**Q:** I work with SnSe and have five candidate structures for it, all calculated with the same density functional, PBE. Which one wins, and by how much?

Structures of SnSe, calculated with Ansatz 0.2.0 using plane-wave PAW DFT, the PBE functional, a scalar-relativistic treatment and a 420 eV cutoff. Cell and atoms were relaxed at zero pressure within the starting symmetry. Energies are per atom, relative to the lowest structure listed, without zero-point motion.

```tsv
found from	space group number	atoms in cell	volume per atom (Å³)	over lowest (meV/atom)
database cell	62	8	28.29	0.0
database cell	225	2	27.84	5.0
NiAs type	194	4	28.32	66.0
changed type	129	4	29.58	144.0
CoSn type	191	6	29.18	313.0
```

**A:** The orthorhombic structure in the first row wins. Its space group, number 62, is written Pnma, and it is the layered form that SnSe has at room temperature. The column "over lowest" gives each structure's energy per atom above this one. The second row, number 225, is rocksalt, and it lies only 5 meV/atom higher. After that comes a jump of 61 meV/atom to the NiAs type. So there are two close competitors at the bottom and three structures well above them.

**Q:** Is it a matter of packing? I would have bet on the densest solid.

**A:** You would have lost, though narrowly. Rocksalt is the densest of the five and still comes second. The NiAs type makes the point more sharply: its volume per atom agrees with that of Pnma to about 0.1 %, yet its energy is 66 meV/atom higher. What counts is which atoms touch, and in which directions, more than how much room they take.

**Q:** Then what do Pnma and rocksalt share that the others lack?

**A:** They share one framework of bonds. In rocksalt every tin atom has six selenium neighbours along three perpendicular axes, and every selenium atom has six tin neighbours in the same way. The outer p orbitals of an atom also point along three perpendicular axes, so each of them can bond to two opposite neighbours at once.

Pnma is usually described as this same arrangement, distorted, with its double layers also slid against each other. The atom positions of this run aren't given, so I take that picture from the known structure. If rocksalt is redrawn in the eight-atom cell of Pnma, the two can be compared edge by edge. In the relaxed Pnma cell the long edge, which runs across the layers, is about 3 % shorter than in rocksalt. Of the two edges within the layers, one is about 2 % shorter and the other about 7 % longer. Changes this modest fit the picture of a distorted rocksalt, though the edges alone don't show where the atoms sit.

**Q:** Why should such a tidy structure distort at all?

**A:** Count the electrons. Tin brings two p electrons and selenium four, which makes six for each tin atom. That is enough for three ordinary two-electron bonds, but in rocksalt the six electrons are spread over six contacts. The crystal can gain energy by concentrating them in three short, strong bonds and letting the opposite contacts grow long.

Tin has a second reason, its filled 5s pair. This pair overlaps with the p orbitals of selenium, and the upper, antibonding combination is filled as well, which costs energy. In rocksalt the tin atom sits at a centre of symmetry, so the pair can't lean to either side. Once the atom moves off centre, empty tin 5p character mixes into the antibonding states and lowers them, and the pair swings towards the long contacts. Chemists call the result a stereochemically active lone pair.

This is the accepted explanation of the layered structure, and I take it from theory. The energies in the table agree with it but don't test it, because a total energy can't be read as a sum of such parts.

**Q:** If there are two good reasons to distort, why is the gain only 5 meV/atom?

**A:** Because the distortion also has a price. Three contacts are stretched and lose much of their bonding, and in the three short ones the filled shells of tin and selenium push against each other more strongly. What the table shows is the small remainder after gain and price have nearly cancelled.

The same balance tells you what to expect of the neighbouring compounds. The lone pair acts more strongly when the p levels of the anion lie deep, close in energy to the tin 5s level. They lie deeper in sulfur than in selenium, and higher in tellurium. That fits the familiar facts that SnS is layered like SnSe, while SnTe is rocksalt at room temperature. SnSe stands near the crossover, so a near tie is no surprise.

**Q:** The NiAs type also gives every atom six unlike neighbours. Why does it come out so much higher?

**A:** Because the number of neighbours is the same but their directions are not. In this type one element sits in octahedra that share faces and form columns; in the usual assignment that is the tin. The other element sits inside a trigonal prism. A prism has no pairs of opposite corners, so a selenium p orbital no longer finds a tin atom at each end.

The shared faces also bring like atoms together. In the relaxed cell, neighbouring atoms of a column are about 3.7 Å apart. A cell of the ideal shape with the same volume would put them at about 3.5 Å, so the columns are stretched, as one would expect if the atoms along them repel each other. In rocksalt the closest tin atoms are about 4.3 Å apart. Two positive tin atoms with filled 5s pairs should repel each other more at the shorter distance. This can't be the whole story, since in the known Pnma structure tin atoms across the gap between layers come about as close. The energy difference is a result of the calculation; its division between poorer p bonding and tin–tin repulsion is beyond what these numbers can tell.

**Q:** And the last two?

**A:** The CoSn type, at 313 meV/atom, carries the idea further. One element forms a net of corner-sharing triangles, in which atoms of the same kind are direct neighbours. A transition metal can make use of such contacts through its d electrons. Tin and selenium in SnSe have no partly filled d shell, so I would expect these contacts to cost energy. They come on top of the tin–selenium contacts, since every atom in this type still has six unlike neighbours, though for some sites these lie in a flat hexagon or a prism instead of along three perpendicular axes.

I would be more careful with the row called "changed type", at 144 meV/atom. The label names no known structure, and a space group alone doesn't fix who is bonded to whom. I take its energy as a result and attach no cause to it.

**Q:** Would you stake a process on those 5 meV/atom?

**A:** Not on the calculation alone. For a pair of tin and selenium atoms the difference comes to about 1 kJ/mol, and a functional of this kind can easily err by that much between two structures with different bond lengths. PBE also tends to make crystals of heavy elements too large, so the bonding is probably described as somewhat too weak. A functional that gives smaller cells acts much like a slight pressure, and I would expect it to shift the balance towards the denser rocksalt.

Part of the trouble is dispersion, the weak attraction between electron clouds, for which no correction was added. It should pull the layers of Pnma together, but it also favours the denser rocksalt, and I can't say which of the two would gain more. Spin–orbit coupling was left out too, and it acts on the very p states that drive the distortion. My guess is that either effect could shift the difference by an amount comparable with the difference itself. No numerical error is stated for this pair either, and even a few meV/atom would matter here.

What makes me trust the first place is experiment, since Pnma is the form found at room temperature. The calculation agrees on the order, but the size of the gap remains uncertain.

**Q:** Does the same doubt hang over the rest of the list?

**A:** Much less. The smallest step above rocksalt is 61 meV/atom, about twelve times the gap between the first two. To reverse it, the method would have to misjudge two six-coordinated solids of similar density by that whole amount. For the structures as listed, I would treat the separation between the lowest pair and the other three as reliable, and the exact heights as approximate. Each was relaxed with its symmetry kept, so one of the three might still fall in energy by distorting, but it would then be a different structure.

**Q:** What could turn the first two around in practice? I can apply pressure.

**A:** Pressure is the natural choice, because it works against the long contacts that Pnma has opened. Under a pressure $p$ the quantity to compare is the enthalpy $E + pV$, where $E$ is the energy and $V$ the volume, both per atom. Rocksalt draws level when the work saved by its smaller volume pays for its higher energy:

$$p = \frac{E_{\text{rocksalt}} - E_{\text{Pnma}}}{V_{\text{Pnma}} - V_{\text{rocksalt}}} = \frac{0.005\ \text{eV}}{(28.29 - 27.84)\ \text{Å}^3} \approx 0.011\ \text{eV/Å}^3$$

One eV/Å³ is about 160 GPa, so the answer is close to 1.8 GPa.

**Q:** Can I set my press to that value?

**A:** No, it shows only how lightly the balance is held. Each meV/atom of error in the energy difference moves the result by about 0.4 GPa, so an error of 5 meV/atom could bring it to zero or double it. The estimate also keeps both volumes fixed. The long contacts of Pnma should give way first, which shrinks the volume difference and pushes the crossing to higher pressure. The difference is so small that a Pnma only moderately softer than rocksalt would be expected to close it first, and then there is no crossing at all.

There is a further reason for caution. Real SnSe can even out its contacts within the layers and still remain layered, as it does in its high-temperature form. The estimate compares two structures and doesn't predict what a compressed sample will become. For the other three candidates the same estimate gives no crossing under compression, since none of them is denser than Pnma at zero pressure.

**Q:** And heat?

**A:** Heat favours the structure with the softer vibrations, because these carry more entropy. At 300 K rocksalt would need about 0.19 $k_\text{B}$ per atom more entropy than Pnma to draw level, where $k_\text{B}$ is Boltzmann's constant. In the simplest picture of classical harmonic vibrations, frequencies lower by some 6 % throughout would supply it. That is a modest demand for a solid whose bonds are spread over six contacts. Even so, heating real SnSe leads first to its layered high-temperature form, which isn't in the table. The NiAs type would need about 2.6 $k_\text{B}$ per atom at the same temperature, which is far more than a slight softening can give.

**Q:** So could I make rocksalt SnSe and keep it?

**A:** That depends on something the energies leave open. The relaxation kept the full symmetry of rocksalt, so the atoms were never free to slide towards Pnma. Rocksalt may be a valley of its own, with a barrier around it, and then a sample once made could survive. Or it may be the top of a pass between equivalent distorted valleys, and then it would slip into a distorted form as soon as nothing held it. In that second case my estimate for heat would fail too, because a pass has no ordinary frequency along the way down. Both landscapes are compatible with a height of 5 meV/atom. A first test is to displace the atoms of rocksalt slightly along the distortion. If the energy falls, rocksalt is a pass. If it rises, the other vibrations of the crystal still have to be checked before one can call it a valley.
